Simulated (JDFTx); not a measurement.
**FeO (Wuestite) under changes of volume**

One of the cells (10.013 Å³/atom); the others are scaled copies at fixed shape and fractional positions:

```xyz
2
Lattice="0.0000 2.1554 2.1554 2.1554 0.0000 2.1554 2.1554 2.1554 0.0000" Properties=species:S:1:pos:R:3 pbc="T T T"
Fe    0.0000    0.0000    0.0000
O     2.1554    2.1554    2.1554
```

| Quantity | Value |
| --- | --- |
| Program | JDFTx 1.7.0 (patched build) |
| Functional | RPBE |
| Potentials or basis | PseudoDojo-SR-PBE-0.5-standard with smoothed tails |
| Cutoff | 1225 eV |
| Density cutoff | 9796 eV |
| k mesh | 11 × 11 × 11 |
| Occupations | fermi-dirac, width 0.05 eV |
| Spin | collinear spin, ferromagnetic start |
| Starting moments | [3.0, 0.0] μB |

| volume (Å³/atom) | energy over the lowest point (meV/atom) | pressure (GPa) |
| --- | --- | --- |
| 9.413 | 42.68 | 17.6 |
| 9.613 | 23.81 | 12.7 |
| 9.813 | 10.80 | 8.2 |
| 10.013 | 3.06 | 4.2 |
| 10.214 | 0.00 | 0.7 |
| 10.414 | 1.17 | -2.5 |
| 10.614 | ? | ? |

Task: What does the run at 10.614 Å³/atom give?

Result: Energy over the lowest point 6.15 meV/atom; pressure -5.4 GPa.

Worked out: A Birch-Murnaghan fit of order 3 (a polynomial in V^(-2/3)) to the other rows has its minimum at 10.26 Å³/atom with B0 = V·E''(V) = 168 GPa and B' = 4.7. It gives 6.10 meV/atom at 10.614 Å³/atom, against the run's 6.15, and -dE/dV = -5.3 GPa, against -5.4.

Energies are extrapolated to zero smearing.

Caveats: the potentials were made for another functional, which shifts forces and pressure; a cell with one magnetic atom can't hold antiferromagnetic order, which such compounds often take.
